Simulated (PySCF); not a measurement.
# C4H6 (SMILES C1C2CC12): HF/6-31G(d) (spherical functions, preoptimised minimum)

Wanted: an optimisation with harmonic vibrations of C4H6. Input form: a Python script.

Program for the calculation: PySCF 2.14.0.

## Step 1: Starting point

C4H6 has 10 atoms, charge 0, and is taken as a singlet. As SMILES, `C1C2CC12`. The coordinates come from a PBE0-D4/def2-TZVP symmetrised relaxation. The run starts from this shape.

Bond lengths: C1–C2 1.489 Å, C2–C3 1.489 Å, C1–C4 1.489 Å, C2–C4 1.478 Å, C3–C4 1.489 Å, C1–H5 1.086 Å, C1–H6 1.091 Å, C2–H7 1.078 Å, C3–H8 1.091 Å, C3–H9 1.086 Å, C4–H10 1.078 Å. Some angles: C1–C2–C3 98.3°, C1–C2–C4 60.3°, C3–C2–C4 60.3°, C2–C1–C4 59.5°, C2–C3–C4 59.5°, C1–C4–C2 60.3°, C1–C4–C3 98.3°, C2–C4–C3 60.3°, C1–C2–H7 130.1°, C3–C2–H7 130.1°.

## Step 2: An optimisation with harmonic vibrations at HF/6-31G(d) (spherical functions, preoptimised minimum)

run.py reads:

```python
from pyscf import gto, scf, symm
from pyscf.hessian import thermo
from pyscf.geomopt.geometric_solver import kernel as optimise

molecule = gto.M(
    atom='''
C       -0.503642       0.930090      -0.500590
C       -0.483384      -0.549723      -0.334119
C        0.231039      -0.610481       0.971209
C        0.758994       0.226587      -0.141693
H       -0.584318       1.310568      -1.514613
H       -1.002329       1.541419       0.252802
H       -0.704220      -1.331487      -1.042180
H       -0.209978      -0.120062       1.840120
H        0.768795      -1.526855       1.196133
H        1.696211       0.168438      -0.670389
''',
    max_memory=1860,
    verbose=3,
    charge=0,
    basis='6-31g*',
)

mf = scf.RHF(molecule)
mf.conv_tol = 1e-10
converged, mol_eq = optimise(mf, maxsteps=80)
print('converged:', converged)
print(mol_eq.tostring())

mf.reset(mol_eq)
molecule = mol_eq
mf.kernel()
etot = mf.e_tot
print('Final energy', etot)
hess = mf.Hessian().kernel()
modes = thermo.harmonic_analysis(molecule, hess)
thermo.dump_normal_mode(molecule, modes)
symm.geom.TOLERANCE = 1e-3  # for the symmetry number
th = thermo.thermo(mf, modes['freq_au'], 298.15, 101325)
thermo.dump_thermo(molecule, th)
```

The run is started by

```console
$ OMP_NUM_THREADS=1 python run.py
```

Output:

```text
maxiter                   80
----------------------------------------------------------
Custom engine selected.
Bonds will be generated from interatomic distances less than 1.20 times sum of covalent radii
30 internal coordinates being used (instead of 30 Cartesians)
Internal coordinate system (atoms numbered from 1):
Distance 1-2
Distance 1-4
Distance 1-5
Distance 1-6
Distance 2-3
Distance 2-4
Distance 2-7
Distance 3-4
Distance 3-8
Distance 3-9
Distance 4-10
Angle 2-1-4
Angle 2-1-5
Angle 2-1-6
Angle 4-1-5
Angle 4-1-6
Angle 5-1-6
Angle 1-2-4
Angle 1-2-7
Angle 3-2-4
Angle 3-2-7
Angle 4-2-7
Angle 2-3-4
Angle 2-3-8
Angle 2-3-9
Angle 4-3-8
Angle 4-3-9
Angle 8-3-9
Angle 1-4-2
Angle 1-4-10
Angle 2-4-3
Angle 2-4-10
Angle 3-4-10
Out-of-Plane 2-1-3-7
Out-of-Plane 4-1-3-10
Dihedral 4-1-2-3
Dihedral 4-1-2-7
Dihedral 5-1-2-3
Dihedral 5-1-2-4
Dihedral 5-1-2-7
Dihedral 6-1-2-3
Dihedral 6-1-2-4
Dihedral 6-1-2-7
Dihedral 2-1-4-3
Dihedral 2-1-4-10
Dihedral 5-1-4-2
Dihedral 5-1-4-3
Dihedral 5-1-4-10
Dihedral 6-1-4-2
Dihedral 6-1-4-3
Dihedral 6-1-4-10
Dihedral 1-2-3-4
Dihedral 1-2-3-8
Dihedral 1-2-3-9
Dihedral 4-2-3-8
Dihedral 4-2-3-9
Dihedral 7-2-3-4
Dihedral 7-2-3-8
Dihedral 7-2-3-9
Dihedral 1-2-4-3
Dihedral 1-2-4-10
Dihedral 3-2-4-1
Dihedral 3-2-4-10
Dihedral 7-2-4-1
Dihedral 7-2-4-3
Dihedral 7-2-4-10
Dihedral 2-3-4-1
Dihedral 2-3-4-10
Dihedral 8-3-4-1
Dihedral 8-3-4-2
Dihedral 8-3-4-10
Dihedral 9-3-4-1
Dihedral 9-3-4-2
Dihedral 9-3-4-10
Translation-X 1-10
Translation-Y 1-10
Translation-Z 1-10
Rotation-A 1-10
Rotation-B 1-10
Rotation-C 1-10
> ===== Optimization Info: ====
> Job type: Energy minimization
> Maximum number of optimization cycles: 80
> Initial / maximum trust radius (Angstrom): 0.100 / 0.300
> Convergence Criteria:
> Will converge when all 5 criteria are reached:
>  |Delta-E| < 1.00e-06
>  RMS-Grad  < 3.00e-04
>  Max-Grad  < 4.50e-04
>  RMS-Disp  < 1.20e-03
>  Max-Disp  < 1.80e-03
> === End Optimization Info ===

[... 9 lines left out ...]
WARN: Mole.unit (angstrom) is changed to Bohr
[... 1 line left out ...]
converged SCF energy = -154.870846275684
[... 9 lines left out ...]
Step    0 : Gradient = 5.505e-03/6.319e-03 (rms/max) Energy = -154.8708462757
[... 10 lines left out ...]
converged SCF energy = -154.871193925066
[... 20 lines left out ...]
converged SCF energy = -154.871214678678
[... 20 lines left out ...]
converged SCF energy = -154.871233658375
[... 20 lines left out ...]
converged SCF energy = -154.871240875844
[... 20 lines left out ...]
converged SCF energy = -154.871244182587
[... 20 lines left out ...]
converged SCF energy = -154.871244543814
[... 11 lines left out ...]
Converged! =D
[... 1 line left out ...]
converged: True
[... 5 lines left out ...]
converged SCF energy = -154.871244543815
Final energy -154.87124454381478
[... 71 lines left out ...]
       9   H                 0.12 -0.25  0.24    0.01 -0.01  0.01   -0.05  0.00  0.03
Mode                                18                  19                  20
Irrep
Freq [cm^-1]                     3247.6902           3247.9342           3340.8168
Reduced mass [au]                   1.0605              1.0622              1.1097
Force const [Dyne/A]                6.5902              6.6020              7.2976
Char temp [K]                    4672.7031           4673.0541           4806.6916
Normal mode                   x     y     z       x     y     z       x     y     z
       0   C                -0.03  0.04  0.01   -0.03  0.04  0.01    0.01  0.01 -0.06
       1   C                -0.00 -0.00  0.00    0.00 -0.00  0.00    0.00  0.00  0.00
       2   C                -0.01  0.00  0.05    0.01 -0.00 -0.05    0.03 -0.05 -0.01
[... 6 lines of this table left out ...]
       9   H                 0.02  0.00 -0.01    0.00 -0.00  0.00    0.06 -0.00 -0.03
Mode                                21                  22                  23
Irrep
Freq [cm^-1]                     3342.1292           3422.2307           3436.3943
Reduced mass [au]                   1.1087              1.0913              1.1043
Force const [Dyne/A]                7.2965              7.5303              7.6835
Char temp [K]                    4808.5798           4923.8280           4944.2063
Normal mode                   x     y     z       x     y     z       x     y     z
       0   C                -0.01 -0.01  0.06    0.00  0.00  0.00    0.00 -0.01  0.01
       1   C                -0.00  0.00 -0.00   -0.01 -0.04 -0.04    0.02  0.05  0.04
       2   C                 0.03 -0.05 -0.01    0.00  0.00  0.00   -0.00  0.01 -0.00
[... 6 lines of this table left out ...]
       9   H                 0.00 -0.00  0.00    0.59 -0.03 -0.32    0.58 -0.03 -0.32
temperature 298.1500 [K]
pressure 101325.00 [Pa]
Rotational constants [GHz] 17.69809 9.42913 8.53516
Symmetry number 2
Zero-point energy (ZPE) 0.09310 [Eh]   244422.495 [J/mol]
                           tot       elec      trans        rot        vib
Entropy [J/mol/K]       256.410      0.000    158.516     90.211      7.682
Cv [J/mol/K]             49.047      0.000     12.472     12.472     24.104
Cp [J/mol/K]             57.362      0.000     20.786     12.472     24.104
Internal energy [J/mol]                      3718.434   3718.434 246203.887
Internal energy [Eh]   -154.77464  -154.87124
Enthalpy [J/mol]                             6197.391   3718.434 246203.887
Enthalpy [Eh]          -154.77369
Gibbs free energy [J/mol]                  -41064.281 -23178.124 243913.568
Gibbs free energy [Eh] -154.80281
```

Wall time 64 s (1 thread of Intel Xeon at 2.70GHz, shared host); peak memory 0.17 GiB.

## Step 3: Outcome

Level: HF/6-31G* (spherical functions, preoptimised minimum).

| quantity | value |
| --- | --- |
| total energy | -154.87124 Eh |
| dipole moment | 0.75 D |
| HOMO energy | -9.68 eV |
| LUMO energy | 6.92 eV |
| HOMO–LUMO gap | 16.61 eV |
| lowest harmonic wavenumber | 473 cm⁻¹ |
| highest harmonic wavenumber | 3436 cm⁻¹ |
| zero-point energy | 244.4 kJ/mol |
| ideal-gas entropy at 298.15 K (symmetry number 2 as used) | 61.3 cal/(mol K) |

In words: At the final geometry: Bond lengths: C1–C2 1.488 Å, C2–C3 1.488 Å, C1–C4 1.488 Å, C2–C4 1.467 Å, C3–C4 1.488 Å, C1–H5 1.078 Å, C1–H6 1.082 Å, C2–H7 1.070 Å, C3–H8 1.082 Å, C3–H9 1.078 Å, C4–H10 1.070 Å. Some angles: C1–C2–C3 98.4°, C1–C2–C4 60.5°, C3–C2–C4 60.5°, C2–C1–C4 59.1°, C2–C3–C4 59.1°, C1–C4–C2 60.5°, C1–C4–C3 98.4°, C2–C4–C3 60.5°, C1–C2–H7 130.3°, C3–C2–H7 130.3°. All 24 modes are real, so the shape is a minimum at this level. Mulliken charges run from -0.36 on C1 to +0.20 on H7; they depend strongly on the basis.
